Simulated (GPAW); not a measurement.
# WC (Qusongite) (P-6m2) in GPAW: convergence with convergence criteria

Aim: find how far convergence criteria must go before the results for WC (Qusongite) settle, at r2SCAN. This setting moves, with any that are tied to it; all else stays.

Program: GPAW 26.7.0. These are calculated values, not measurements. Logs are shortened: lines on timing, memory, paths and dates and some standing lists are left out, and cuts for length are marked. The log counts tension as positive stress, the text compression.

## Step 1: The crystal as given

It takes space group P-6m2 (No. 187, hexagonal). Conventional cell: a = 2.907 Å, b = 2.907 Å, c = 2.837 Å, α = 90.00°, β = 90.00°, γ = 120.00°. W (site symmetry -6m2) is surrounded by 6 C at 2.20 Å. C (site symmetry -6m2) has 6 W at 2.20 Å as nearest neighbours.

## Step 2: With convergence criteria density=0.001 energy=0.01 eigenstates=0.0001

Contents of run.py:

```python
from ase import Atoms
from ase.dft.bandgap import bandgap
from ase.io import write
from ase.units import GPa
from gpaw import GPAW, PW

atoms = Atoms(['W', 'C'],
              cell=[[2.9065, 0.0, 0.0],
                    [-1.45325, 2.5171028361, 0.0],
                    [0.0, 0.0, 2.8366]],
              scaled_positions=[[0.0, 0.0, 0.0],
                                [0.6666666667, 0.3333333333, 0.5]],
              pbc=True)

calc = GPAW(mode=PW(800),
            xc='MGGA_X_R2SCAN+MGGA_C_R2SCAN',
            kpts={'size': (8, 8, 7), 'gamma': True},
            occupations={'name': 'fermi-dirac', 'width': 0.05},
            nbands=19,
            convergence={'density': 0.001, 'energy': 0.01, 'eigenstates': 0.0001},
            maxiter=100,
            txt='gpaw.txt')
atoms.calc = calc
energy = atoms.get_potential_energy()
forces = atoms.get_forces()
stress = atoms.get_stress()
calc.write('gs.gpw')
write('result.traj', atoms)
print(f'Energy: {energy:.6f} eV')
print('Forces (eV/A):')
print(forces.round(4))
print('Stress (GPa):', (stress / GPa).round(3))
print('Fermi level:', round(calc.get_fermi_level(), 4), 'eV')
print(f'Gap: {bandgap(calc)[0]:.4f} eV, direct: {bandgap(calc, direct=True)[0]:.4f} eV')
```

Potentials or basis: GPAW PAW data sets (gpaw-data 1.2.1), pw.

Run with:

```
> OMP_NUM_THREADS=1 python run.py
```

Wall time 26 s (1 thread of Arm Neoverse V1, shared host); peak memory 0.28 GiB.

Results:

```
Free energy            : -35.6726 eV
Pressure               : 0.9 GPa
Band gap on the k mesh : none (metal or under the smearing width)
```

## Step 3: With convergence criteria default

Edit run.py of step 2 so:

```diff
@@ -19,3 +19,2 @@
             nbands=19,
-            convergence={'density': 0.001, 'energy': 0.01, 'eigenstates': 0.0001},
             maxiter=100,
```

Potentials or basis: GPAW PAW data sets (gpaw-data 1.2.1), pw.

Run with:

```
> OMP_NUM_THREADS=1 python run.py
```

Wall time 34 s (1 thread of Arm Neoverse V1, shared host); peak memory 0.28 GiB.

Results (log left out):

* Free energy: -35.6726 eV
* Pressure: 0.9 GPa
* Band gap on the k mesh: none (metal or under the smearing width)

## Step 4: With convergence criteria density=1e-05 energy=1e-05

Edit run.py of step 3 so:

```diff
@@ -19,2 +19,3 @@
             nbands=19,
+            convergence={'density': 1e-05, 'energy': 1e-05},
             maxiter=100,
```

Run with:

```
> OMP_NUM_THREADS=1 python run.py
```

It took 36 s on 1 thread of Arm Neoverse V1, shared host; peak memory 0.28 GiB.

Results (log left out):

| Quantity | Value |
| --- | --- |
| Free energy | -35.6726 eV |
| Pressure | 0.9 GPa |
| Band gap on the k mesh | none (metal or under the smearing width) |

## Step 5: With convergence criteria density=1e-05 forces=0.0001

Edit run.py of step 4 so:

```diff
@@ -19,3 +19,3 @@
             nbands=19,
-            convergence={'density': 1e-05, 'energy': 1e-05},
+            convergence={'density': 1e-05, 'forces': 0.0001},
             maxiter=100,
```

Run with:

```
> OMP_NUM_THREADS=1 python run.py
```

Run time: 37 s. Hardware: 1 thread of Arm Neoverse V1, shared host; peak memory 0.28 GiB.

The run converged. Its results:

* Free energy: -35.6726 eV
* Pressure: 0.9 GPa
* Band gap on the k mesh: none (metal or under the smearing width)

## Step 6: With convergence criteria density=1e-06 energy=1e-06 eigenstates=1e-10

Edit run.py of step 5 so:

```diff
@@ -19,3 +19,3 @@
             nbands=19,
-            convergence={'density': 1e-05, 'forces': 0.0001},
+            convergence={'density': 1e-06, 'energy': 1e-06, 'eigenstates': 1e-10},
             maxiter=100,
```

Potentials or basis: GPAW PAW data sets (gpaw-data 1.2.1), pw.

Run with:

```
> OMP_NUM_THREADS=1 python run.py
```

gpaw.txt:

```text
__  _  _
 | _ |_)|_||  |
 |__||  | ||/\| - 26.7.0

Input parameters:
  mode=PW(ecut=800.0),
  convergence={'density': 1e-06, 'energy': 1e-06, 'eigenstates': 1e-10},
  kpts=MonkhorstPack(size=(8, 8, 7), gamma=True),
  maxiter=100,
  nbands=19,
  occupations=Occupations(name='fermi-dirac', width=0.05),
  xc=XC(name='MGGA_X_R2SCAN+MGGA_C_R2SCAN')

Diagonalizing LCAO Hamiltonian
Converting LCAO to pw mode

           C

       W

Atoms  # Å, Bohr magnetons
|   | symbol |        x |        y |        z |    initial magnetic moments |
|---|--------|----------|----------|----------|-----------------------------|
| 0 |      W | 0.000000 | 0.000000 | 0.000000 | ( 0.0000,  0.0000,  0.0000) |
| 1 |      C | 1.453250 | 0.839034 | 1.418300 | ( 0.0000,  0.0000,  0.0000) |

Unit cell  # Å
| periodic |         x |        y |        z |  lengths |     angles |
|----------|-----------|----------|----------|----------|------------|
|      yes |  2.906500 | 0.000000 | 0.000000 | 2.906500 |  90.000000 |
|      yes | -1.453250 | 2.517103 | 0.000000 | 2.906500 |  90.000000 |
|      yes |  0.000000 | 0.000000 | 2.836600 | 2.836600 | 120.000000 |

Number of symmetries: 12
Symmetry operations  # r_c * U_cc + t_c -> r_c
|    | kind |            matrix            |
|----|------|------------------------------|
|  0 |  σ   |  1, 1, 0,  0,-1, 0,  0, 0, 1 |
|  1 |  C2  |  1, 1, 0,  0,-1, 0,  0, 0,-1 |
|  2 |  E   |  1, 0, 0,  0, 1, 0,  0, 0, 1 |
|  3 |  σ   |  1, 0, 0,  0, 1, 0,  0, 0,-1 |
|  4 |  C3  |  0, 1, 0, -1,-1, 0,  0, 0, 1 |
|  5 |  S3  |  0, 1, 0, -1,-1, 0,  0, 0,-1 |
|  6 |  σ   |  0,-1, 0, -1, 0, 0,  0, 0, 1 |
|  7 |  C2  |  0,-1, 0, -1, 0, 0,  0, 0,-1 |
|  8 |  σ   | -1, 0, 0,  1, 1, 0,  0, 0, 1 |
|  9 |  C2  | -1, 0, 0,  1, 1, 0,  0, 0,-1 |
| 10 |  C3  | -1,-1, 0,  1, 0, 0,  0, 0, 1 |
| 11 |  S3  | -1,-1, 0,  1, 0, 0,  0, 0,-1 |

BZ-sampling:
  Number of BZ points: 448
  Number of IBZ points: 40

  Monkhorst-Pack size: [8, 8, 7]
  Monkhorst-Pack shift: [0.0625, 0.0625, 0.0]

K-points  # in reciprocal-cell coordinates
|     |                                coordinates |     weight |
|-----|--------------------------------------------|------------|
|   0 | (  0.00000000,   0.00000000,   0.00000000) | 0.00223214 |
|   1 | (  0.00000000,   0.00000000,   0.14285714) | 0.00446429 |
|   2 | (  0.00000000,   0.00000000,   0.28571429) | 0.00446429 |
|   3 | (  0.00000000,   0.00000000,   0.42857143) | 0.00446429 |
|   4 | (  0.12500000,   0.00000000,   0.00000000) | 0.01339286 |
|   5 | (  0.12500000,   0.00000000,   0.14285714) | 0.02678571 |
|   6 | (  0.12500000,   0.00000000,   0.28571429) | 0.02678571 |
|   7 | (  0.12500000,   0.00000000,   0.42857143) | 0.02678571 |
|   8 | (  0.25000000,  -0.12500000,   0.00000000) | 0.01339286 |
|   9 | (  0.25000000,  -0.12500000,   0.14285714) | 0.02678571 |
| ... |                                            |            |
|  39 | (  0.50000000,   0.50000000,   0.42857143) | 0.01339286 |

Plane wave coefficients: 1085
Cutoff: 800.0 eV

Spin-components: 1 (collinear spins)
Bands:           19
Projectors:      11
Spin-degeneracy: 2
Datatype:        complex128

Parallelization:
  kpt:    1
  domain: 1
  band:   1

Density:
  Valence electrons: 18.0
  Components: 1
  Grid points: [20 20 20]
  Charge: 0.0  # |e|

Potential:
  Grid points: [20 20 20]

species:
  W:
    name:    Tungsten
    Z:       74.0
    valence: 14
    core:    60
    charge:  0.0  # [|e|]
    compensation charges:
      type: gauss
      rc: 0.40  # [Å]
      lmax: 2
    cutoffs:
      filter: 2.36  # [Å]
      core: 3.02  # [Å]
    projectors
    | kind |    occ | energy [eV] | rcut [Å] |
    |------|--------|-------------|----------|
    |   5s |  2.000 |     -78.830 |    1.344 |
    |   6s |  2.000 |      -5.697 |    1.344 |
    |   5p |  6.000 |     -43.233 |    1.355 |
    |   6p |  0.000 |      -1.367 |    1.355 |
    |   5d |  4.000 |      -4.494 |    1.228 |
    |    d |        |      22.717 |    1.228 |

    Using partial waves for W as LCAO basis

  C:
    name:    Carbon
    Z:       6.0
    valence: 4
    core:    2
    charge:  0.0  # [|e|]
    compensation charges:
      type: gauss
      rc: 0.20  # [Å]
      lmax: 2
    cutoffs:
      filter: 1.14  # [Å]
      core: 1.14  # [Å]
    projectors
    | kind |    occ | energy [eV] | rcut [Å] |
    |------|--------|-------------|----------|
    |   2s |  2.000 |     -13.751 |    0.635 |
    |   2p |  2.000 |      -5.284 |    0.635 |
    |    s |        |      13.461 |    0.635 |
    |    p |        |      21.927 |    0.635 |
    |    d |        |       0.000 |    0.635 |

    Using partial waves for C as LCAO basis

Reference energy: -439799.299771  # eV

eigensolver:
  PPCG
  Converge bands: occupied
  niter=2

density mixing:
  MSR1-Mixer
  Pratt-step length: 0.05
  Maximum mixing coefficient: 0.75
  Old densities: 10
  SVD Regularization: 0.005
  Good broyden scale: 1.0
  Trust region scale: 1.0
  Backstep threshold: 4.0
  History deletion threshold: 6.0
  Fourier metric: weight=20.0, sigma=0.015

occupation numbers:
  Fermi-Dirac:
    width: 0.0500  # eV

poisson solver:
  ecut: 6400.0  # eV

xc functional:
  name: MGGA_X_R2SCAN+MGGA_C_R2SCAN with 2 nearest neighbor stencil

convergence criteria:
- Maximum integral of absolute [dens]ity change: 1e-06 electrons / valence electron
- Maximum [total energy] change in last 3 cyles: 1e-06 eV / valence electron
- Maximum integral of absolute [eigenst]ate change: 1e-10 eV^2 / valence electron
maximum number of iterations: 100

SCF iterations
|iter     | |      energy | eigst |  dens |
|---------|-|-------------|-------|-------|
|iter:   1| |  -40.003027 | -0.06 |       |
|iter:   2| |  -36.382384 | -1.59 | -0.96 |
|iter:   3| |  -35.599456 | -1.68 | -1.01 |
|iter:   4| |  -35.653717 | -2.72 | -1.69 |
|iter:   5| |  -35.670888 | -3.08 | -1.93 |
|iter:   6| |  -35.671595 | -4.49 | -2.65 |
|iter:   7| |  -35.671605 | -5.99 | -3.45 |
|iter:   8| |  -35.671607c| -7.31 | -4.16 |
|iter:   9| |  -35.671607c| -8.30 | -4.75 |
|iter:  10| |  -35.671607c| -9.90 | -5.50 |
|iter:  11| |  -35.671607c|-10.32c| -6.38c|

Converged in 11 steps
Energy contributions relative to reference atoms: (reference = -439799.299771)

Energy contributions:
  Kinetic:          23.386564
  Coulomb:         -24.641595
  Zero:              0.077004
  External:          0.000000
  Xc:              -34.492623
  Entropy:          -0.001915
  Spinorbit:         0.000000
  ----------------------------
  Free energy:     -35.672565
  Extrapolated:    -35.671607

dipole moment: (-4.719201, -9.767013, -10.557912)  # |e|*Ang

Fermi level: 14.145
Eigenvalues  # (at kpt = [0.000, 0.000, 0.000])
| band index |      eig [eV] | occ [0-2] |
|------------|---------------|-----------|
|          0 |       -61.740 |     2.000 |
|          1 |       -25.291 |     2.000 |
|          2 |       -25.175 |     2.000 |
|          3 |       -25.175 |     2.000 |
|          4 |        -1.183 |     2.000 |
|          5 |         9.541 |     2.000 |
[... 9 lines left out ...]
|         15 |        31.685 |     0.000 |
|         16 |        31.685 |     0.000 |
|        ... |               |           |
|         18 |        39.172 |     0.000 |

No gap
No difference between direct/indirect transitions

Forces  # eV/Ang
|        x |       y |       z |
|----------|---------|---------|
|  0.00000 | 0.00000 | 0.00000 |  # W    0
| -0.00000 | 0.00000 | 0.00000 |  # C    1

Stress tensor  # eV/Ang^3
|         x |         y |        z |
|-----------|-----------|----------|
| -0.011895 | -0.000000 | 0.000000 |
| -0.000000 | -0.011895 | 0.000000 |
|  0.000000 |  0.000000 | 0.007032 |

# Writing to gs.gpw (mode='')
```

It took 39 s on 1 thread of Arm Neoverse V1, shared host; peak memory 0.28 GiB.

What came out:

- Free energy: -35.6726 eV
- Pressure: 0.9 GPa
- Band gap on the k mesh: none (metal or under the smearing width)

## Step 7: Summary

| convergence criteria | energy less the tightest run, at zero smearing (meV/atom) | SCF cycles | CPU time (s) | peak memory (GiB) |
| --- | --- | --- | --- | --- |
| density=0.001 energy=0.01 eigenstates=0.0001 | 0.00 | 7 | 26 | 0.28 |
| default | 0.00 | 9 | 34 | 0.28 |
| density=1e-05 energy=1e-05 | 0.00 | 10 | 36 | 0.28 |
| density=1e-05 forces=0.0001 | 0.00 | 11 | 37 | 0.28 |
| density=1e-06 energy=1e-06 eigenstates=1e-10 | 0.00 | 11 | 39 | 0.28 |

Against the tightest run, the energy stays within 1 meV/atom from density=0.001 energy=0.01 eigenstates=0.0001 on. The tightest run that finished is the yardstick and may itself not be fully converged.

Caveats: the PAW data sets were made with another functional, which shifts forces and pressure a little.
